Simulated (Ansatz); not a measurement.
ZrC: from a first guess to the relaxed wurtzite type

First guess:

```yaml
crystal:
  lattice:
    - [3.53705, 0.00000, 0.00000]
    - [-1.76853, 3.06318, 0.00000]
    - [0.00000, 0.00000, 5.76539]
  atoms:
    - { symbol: Zr, position: [0.33333, 0.66667, 0.00000] }
    - { symbol: Zr, position: [0.66667, 0.33333, 0.50000] }
    - { symbol: C, position: [0.33333, 0.66667, 0.37600] }
    - { symbol: C, position: [0.66667, 0.33333, 0.87600] }
```

These are results of Ansatz 0.2.0, DFT, PBE, PAW with Ansatz's default frozen-core files, scalar-relativistic, not measurements.

Cell and atoms relax within the symmetry of the start on a 13×13×7 k mesh with 0.05 eV Fermi–Dirac smearing.

The start is built from a prototype, known or not as a phase of this compound; the cutoff is 420 eV.

(1) What is the pressure of the first guess?

(2) What does it relax to?

(3) How much energy does the relaxation release?

Results:

(1) 7.50 GPa.

(2) a = 3.888 Å, b = 3.888 Å, c = 4.714 Å, α = 90.00°, β = 90.00°, γ = 120.00° (conventional cell), 15.43 Å³ per atom:
```xyz
4
Lattice="3.8882 0.0000 0.0000 -1.9441 3.3673 0.0000 0.0000 0.0000 4.7139" Properties=species:S:1:pos:R:3 pbc="T T T"
Zr    0.0000    2.2449   -0.2725
Zr    1.9441    1.1224    2.0845
C     0.0000    2.2449    2.0450
C     1.9441    1.1224    4.4019
```

(3) 253 meV/atom.
